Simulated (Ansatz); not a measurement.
# BAs: what a change does to the field gradients

Base: an entry of the Crystallography Open Database (COD), whose atoms a relaxation with PBE at fixed cell left in place.

```
B As
1.0
     0.00000    2.38850    2.38850
     2.38850    0.00000    2.38850
     2.38850    2.38850    0.00000
B As
1 1
Cartesian
  0.0000 0.0000 0.0000
  1.1943 1.1943 1.1943
```

Sites (sets of like atoms) are named by element and the number of their first atom in this list.

All values are calculated (Ansatz; DFT, PBE, plane waves and PAW, scalar-relativistic, 420 eV cutoff, Γ-centred 16×16×16 k-points, Fermi–Dirac smearing 0.02 eV), not measured.

Question: Variant: z stretched by 1 %, ions relaxed. What happens to the gradients (10²¹ V/m²)?

Answer: 

| site | atoms | V_zz base | η base | V_zz variant | η variant |
| --- | --- | --- | --- | --- | --- |
| As | 2 | 0.00 | – | 0.11 | 0.00 |

The largest change of V_zz is on As, from 0.00 to 0.11. Sites with |V_zz| of 0.02 or less aren't listed.
